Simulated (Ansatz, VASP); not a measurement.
# One calculation of MgSi2N2, two programs

```
Mg Si N
1.0
     2.94756    1.70177    3.44276
    -2.94756    1.70177    3.44276
     0.00000   -3.40355    3.44276
Mg Si N
1 2 2
Direct
  0.00000 0.00000 0.00000
  0.65630 0.65630 0.65630
  0.34370 0.34370 0.34370
  0.18941 0.18941 0.18941
  0.81059 0.81059 0.81059
```

Alike in both runs: functional PBE; k mesh 6 × 6 × 6; occupations gaussian, width 0.1 eV; no spin polarisation.

Ansatz relaxed the structure, and its values are those at the end. VASP's run is a single point on that final structure, the one shown.

|  | VASP | Ansatz |
| --- | --- | --- |
| version | VASP 6.6.1 | Ansatz 0.2.0 |
| potentials or method | VASP PAW PBE potentials, release 64 (Mg, Si, N) | scalar-relativistic, plane waves, PAW |
| plane-wave cutoff (eV) | 520 | 420 |
| valence electrons in the cell | 20 | 28 |

|  | VASP | Ansatz | Ansatz less VASP |
| --- | --- | --- | --- |
| gap on the k mesh at the Fermi level (eV) | 1.65 | 1.64 | -0.014 |
| least direct gap on the mesh (eV) | 1.68 | 1.67 | -0.011 |
| pressure (GPa) | 0.4 | 0.3 | -0.03 |
| rms of the force components (eV/Å) | 0.047 | 0.008 | -0.0388 |

The functional is the same, so the differences come from potentials, cutoffs and numerics. The two sets of potentials don't hold the same shells in valence.

A k mesh can miss the band edges.
